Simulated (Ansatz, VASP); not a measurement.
## NaCl: VASP beside Ansatz

Contents of POSCAR:

```
NaCl
1.0
    0.0000000000      2.8026988303      2.8026988303
    2.8026988303      0.0000000000      2.8026988303
    2.8026988303      2.8026988303      0.0000000000
Na Cl
1 1
Direct
    0.0000000000      0.0000000000      0.0000000000
    0.5000000000      0.5000000000      0.5000000000
```

Contents of INCAR.step1:

```
SYSTEM = NaCl
ALGO = Normal
EDIFF = 1E-5
ENCUT = 520
GGA = PE
ISIF = 2
ISMEAR = 0
LASPH = .True.
LCHARG = .False.
LREAL = .False.
LWAVE = .True.
NBANDS = 14
NELM = 80
PREC = Accurate
SIGMA = 0.01
```

File INCAR.step2:

```
SYSTEM = NaCl
AEXX = 0.4
ALGO = Normal
EDIFF = 1E-7
ENCUT = 520
GGA = PE
ISIF = 2
ISMEAR = 0
ISTART = 1
LASPH = .True.
LCHARG = .False.
LHFCALC = .True.
LREAL = .False.
LWAVE = .False.
NBANDS = 14
NELM = 80
PREC = Accurate
PRECFOCK = Normal
SIGMA = 0.01
```

File KPOINTS:

```
k-points
0
Gamma
  4 4 4
  0 0 0
```

Input for Ansatz:

```yaml
crystal:
  lattice:
    - [0.0, 2.8026988303, 2.8026988303]
    - [2.8026988303, 0.0, 2.8026988303]
    - [2.8026988303, 2.8026988303, 0.0]
  atoms:
    - { symbol: Na, position: [0.0, 0.0, 0.0] }
    - { symbol: Cl, position: [0.5, 0.5, 0.5] }
kpoints:
  mp_grid: { grid: [4, 4, 4] }
hamiltonian:
  xc: { exchange: pbe, correlation: pbe, exx: { coeff: 0.4 } }
scf:
  occupations: { method: fixed }
  n_extra_bands: 4
output:
  forces: true
  stress: true
  eigenvalues: true
```

Alike in both runs: task single point; functional PBE-based global hybrid; k mesh 4 × 4 × 4; no spin polarisation.

|  | VASP | Ansatz |
| --- | --- | --- |
| version | VASP 6.6.1 | Ansatz 0.2.0 |
| potentials or method | VASP PAW PBE potentials, release 64 (Na_pv, Cl) | plane waves |
| plane-wave cutoff (eV) | 520 | 420 |
| occupations | gaussian, width 0.01 eV | fixed |
| valence electrons in the cell | 14 | 16 |

VASP gave:

| Quantity | Value |
| --- | --- |
| gap on the k mesh at the Fermi level (eV) | 8.59 |
| pressure (GPa) | 0.2 |

**Question.** What did Ansatz give for the same quantities?

**Answer.** gap on the k mesh at the Fermi level (eV): 8.58; pressure (GPa): 0.2.

The two sets of potentials don't hold the same shells in valence. Ansatz warned: «stress_exchange_threshold_loose».

Caveats: the k mesh is coarse (spacing up to 0.49 Å⁻¹), so the values aren't converged; the PAW data sets were made with another functional, which shifts forces and pressure a little (VASP).
